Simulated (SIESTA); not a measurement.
ZrSe2: band structure with LDA

**The experiment to reproduce.**

From “Stress-Tuned Optical Transitions in Layered 1T-MX2 (M= Hf, Zr, Sn; X= S, Se) Crystals”, 2022, arxiv:2210.12074, for a bulk crystal of ZrSe2: band gap 1.2 eV (indirect).

Crystal: ZrSe2.

```
CELL_PARAMETERS angstrom
3.79800 0.00000 0.00000
-1.89900 3.28916 0.00000
0.00000 0.00000 6.19200
ATOMIC_POSITIONS crystal
Zr 0.00000 0.00000 0.00000
Se 0.66667 0.33333 0.75000
Se 0.33333 0.66667 0.25000
```

```json
{"Program": "SIESTA 5.4.2", "Task": "band structure", "Functional": "LDA", "Potentials or basis": "PseudoDojo 0.4 standard (LDA files)", "Basis": "DZP (energy shift 0.003 Ry; two zetas on semicore shells)", "Grid cutoff": "800 Ry", "Energy shift": "0.003 Ry", "k mesh": "8 × 8 × 5", "Occupations": "fermi-dirac, width 0.05 eV", "Spin": "no spin polarisation"}
```

| Property | Result |
| --- | --- |
| Pressure | -1.6 GPa |
| Largest force | 0.167 eV/Å |
| Band gap on the k mesh | 0.27 eV, indirect (least direct gap 0.84 eV) |
| Band gap along the path | 0.23 eV, indirect (least direct gap 0.84 eV) |

Forces in eV/Å, atoms in the order of the input:
```
Zr   0.000  0.000  0.000
Se   0.000  0.000 -0.167
Se   0.000  0.000  0.167
```

Stress tensor (GPa, compression positive):
```
-2.47  0.00  0.00
 0.00 -2.47  0.00
 0.00  0.00  0.24
```

Levels at the corners of the path, in eV from the valence-band top:
```
point  band 19  band 20  band 21  band 22  band 23  band 24  band 25  band 26
    Γ    -2.95    -0.08    -0.08     0.00     0.83     0.83     1.43     4.37
    M    -2.83    -2.71    -2.24    -1.46     0.44     2.23     2.57     4.81
    K    -3.75    -2.44    -2.44    -1.89     1.47     2.40     2.40     4.09
    Γ    -2.95    -0.08    -0.08     0.00     0.83     0.83     1.43     4.37
    A    -2.91    -2.19    -0.27    -0.27     0.80     0.80     1.81     4.70
    L    -2.87    -2.66    -1.14    -1.03     0.23     2.22     2.56     4.50
    H    -3.56    -2.51    -2.10    -2.10     1.54     2.00     2.00     4.91
    A    -2.91    -2.19    -0.27    -0.27     0.80     0.80     1.81     4.70
    L    -2.87    -2.66    -1.14    -1.03     0.23     2.22     2.56     4.50
    M    -2.83    -2.71    -2.24    -1.46     0.44     2.23     2.57     4.81
    K    -3.75    -2.44    -2.44    -1.89     1.47     2.40     2.40     4.09
    H    -3.56    -2.51    -2.10    -2.10     1.54     2.00     2.00     4.91
```

Wall time 64 s on 1 thread of Arm Neoverse V1 (shared host), peak memory 0.39 GiB.

Measured gap of ZrSe2: 1.2 eV (indirect; quoted in “Stress-Tuned Optical Transitions in Layered 1T-MX2 (M= Hf, Zr, Sn; X= S, Se) Crystals”, 2022, arxiv:2210.12074). This calculation gives 0.23 eV (-0.97 eV). Spin-orbit coupling on Se, Zr is left out. The value is that of LDA in an atomic basis (PseudoDojo 0.4 standard (LDA files), DZP (energy shift 0.003 Ry; two zetas on semicore shells)), whose error adds to the functional's,, without temperature or zero-point motion. Semilocal functionals fall short of measured gaps as a rule.

Caveat: the basis of atomic orbitals isn't converged, which shifts pressures, moduli and gaps.
